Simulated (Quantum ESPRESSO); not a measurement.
ZnS:

```xyz
2
Lattice="0.0000 2.7020 2.7020 2.7020 0.0000 2.7020 2.7020 2.7020 0.0000" Properties=species:S:1:pos:R:3 pbc="T T T"
Zn    4.0530    4.0530    4.0530
S     0.0000    0.0000    0.0000
```

```yaml
Program: Quantum ESPRESSO 7.5
Task: phonons
Functional: PBEsol
Potentials_or_basis: GBRV 1.5 PBEsol
Cutoff: 612 eV
Density_cutoff: 4898 eV
k_mesh: 6 × 6 × 6, shifted
Occupations: fermi-dirac, width 0.05 eV
Spin: no spin polarisation
Mixing_beta: 0.5
Most_SCF_iterations: 120
SCF_threshold: 4e-10 Ry
```

The cell and the atoms were relaxed first, to 19.15 Å³/atom (a = 3.784 Å, b = 3.784 Å, c = 3.784 Å, α = 60.00°, β = 60.00°, γ = 60.00°), and the response was taken there.

The first run showed a gap, so the response started from a second, tighter run with fixed occupations.

Which optical modes does the crystal have at the zone centre, and which show in infrared and Raman spectra?

The optical modes are T2. Infrared active: T2. Raman active: T2.

Optical modes at Γ, degenerate ones joined, polar ones without the macroscopic field:
```csv
cm⁻¹,components,symmetry,active in,"IR intensity, summed ((D/Å)²/amu)"
281,3,T2,IR and Raman,12.16
```

Zone-centre frequencies without and with the macroscopic field along z (cm⁻¹):
|  | optical modes in rising order |
| --- | --- |
| without | 281 281 281 |
| with the field | 281 281 340 |

Born effective charge tensors (e):
atom 1, Zn
```
1.94 0.00 0.00
0.00 1.94 0.00
0.00 0.00 1.94
```
atom 2, S
```
-1.95  0.00  0.00
 0.00 -1.95  0.00
 0.00  0.00 -1.95
```

Electronic dielectric tensor:
```
6.08 0.00 0.00
0.00 6.08 0.00
0.00 0.00 6.08
```

Static dielectric tensor, electrons and zone-centre modes:
```
8.95 0.00 0.00
0.00 8.95 0.00
0.00 0.00 8.95
```
